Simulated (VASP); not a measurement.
Write an ASE script for VASP 6.6.1 that does the following.

```
Task                   : relaxation of cell and atoms
Functional             : PBEsol
Potentials or basis    : VASP PAW PBE potentials, release 64 (Ca_sv_GW, O_GW)
Cutoff                 : 630 eV
k mesh                 : 10 × 10 × 10
Occupations            : fermi-dirac, width 0.1 eV
Spin                   : no spin polarisation
Optimiser              : LBFGS
Further INCAR settings : ALGO = Fast; EDIFF = 1.00e-06
```

The structure of CaO lies in POSCAR:

```
CaO
1.0
    0.0000000000      2.4660134560      2.4660134560
    2.4660134560      0.0000000000      2.4660134560
    2.4660134560      2.4660134560      0.0000000000
Ca O
1 1
Direct
    0.0000000000      0.0000000000      0.0000000000
    0.5000000000      0.5000000000      0.5000000000
```

The cell is a database's computed one.

The cell isn't the ideal one: volume scaled by 1.08.

The input as run:

run.py

```python
from ase.calculators.vasp import Vasp
from ase.filters import FrechetCellFilter
from ase.io import read
from ase.optimize import LBFGS

atoms = read('POSCAR')
calc = Vasp(
    directory='calc',
    xc='pbesol',
    pp='PBE',
    setups='gw',
    prec='Accurate',
    encut=630,
    ediff=1e-06,
    ismear=-1,
    sigma=0.1,
    lreal=False,
    lasph=True,
    nelm=80,
    algo='Fast',
    isif=2,
    lwave=False,
    lcharg=False,
    kpts=[10, 10, 10],
    gamma=True,
)
atoms.calc = calc
opt = LBFGS(FrechetCellFilter(atoms), trajectory='relax.traj')
converged = opt.run(fmax=0.005, steps=40)
print('converged:', converged)

print('energy (eV):', atoms.get_potential_energy())
print('free energy (eV):', atoms.get_potential_energy(force_consistent=True))
print('forces (eV/A):')
print(atoms.get_forces())
print('stress (eV/A^3, Voigt):', atoms.get_stress())
print('Fermi level (eV):', calc.get_fermi_level())
print('cell (A, degrees):', atoms.cell.cellpar())
print('volume (A^3):', atoms.get_volume())
print('scaled positions:')
print(atoms.get_scaled_positions())
```

Potentials or basis: VASP PAW PBE potentials, release 64 (Ca_sv_GW, O_GW).

Launch:

```console
$ python run.py
```

It gave:

```json
{
  "Relaxed volume": "13.50 Å³/atom",
  "Relaxed cell": "a = 3.368 Å, b = 3.368 Å, c = 3.368 Å, α = 60.00°, β = 60.00°, γ = 60.00°",
  "Space group after relaxing (to 0.05 Å)": "Fm-3m (No. 225)",
  "Energy gained by relaxing": "48.9 meV/atom",
  "Ionic steps": "7",
  "Pressure after relaxing": "-0.1 GPa",
  "Band gap on the k mesh": "3.55 eV, indirect (least direct gap 3.92 eV)"
}
```

Caveat: the PAW data sets were made with another functional, which shifts forces and pressure a little.

Run time: 3.2 min on 1 thread of AMD EPYC 9R45 (Zen 5), on a shared host, peak memory 0.13 GiB.
